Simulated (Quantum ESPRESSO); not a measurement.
# TiNi in Quantum ESPRESSO: the effect of Hubbard term

The system is TiNi.

```
CELL_PARAMETERS angstrom
2.73580 0.00000 0.00000
0.00000 2.73580 0.00000
0.00000 0.00000 3.58141
ATOMIC_POSITIONS crystal
Ni 0.00000 0.00000 0.00000
Ti 0.50000 0.50000 0.50000
```

The cell comes from a database or a generator and needn't be the stable form of this composition.

Alike in all runs:

| Item | Value |
| --- | --- |
| Program | Quantum ESPRESSO 7.5 |
| Task | projected density of states |
| Functional | PBEsol |
| Potentials or basis | GBRV 1.5 PBEsol |
| Cutoff | 612 eV |
| Density cutoff | 4898 eV |
| k mesh | 4 × 4 × 4 |
| Occupations | fermi-dirac, width 0.05 eV |
| Spin | collinear spin, antiferromagnetic start |
| Starting moments | [1.0, -1.0] μB |
| Hubbard projectors | ortho-atomic |
| Mixing beta | 0.3 |
| Most SCF iterations | 120 |
| SCF threshold | 4e-10 Ry |
| Dos occupations | tetrahedra_opt |

```tsv
Hubbard term	pressure (GPa)	moment (μB)
none	-5.9	0.00
Ni d U = 1 eV, Ti d U = 1 eV	-4.4	0.07
Ni d U = 2 eV, Ti d U = 2 eV	-3.3	0.00
Ni d U = 3 eV, Ti d U = 3 eV	-1.8	0.00
Ni d U = 5 eV, Ti d U = 5 eV	1.5	0.15
Ni d U = 6 eV, Ti d U = 6 eV	?	?
Ni d U = 8 eV, Ti d U = 8 eV	6.8	0.11
```

Question: What does the run with Hubbard term Ni d U = 6 eV, Ti d U = 6 eV give?

Answer: Pressure 4.5 GPa; moment 0.32 μB.

Worked out: A parabola through the other rows of the pressure, of slope 1.75 GPa per eV there, gives 3.1 GPa, against the run's 4.5. The moment follows no smooth curve through the other rows.

Caveats: all runs use coarse meshes; the U is typed as a test and isn't derived for this compound (some runs).
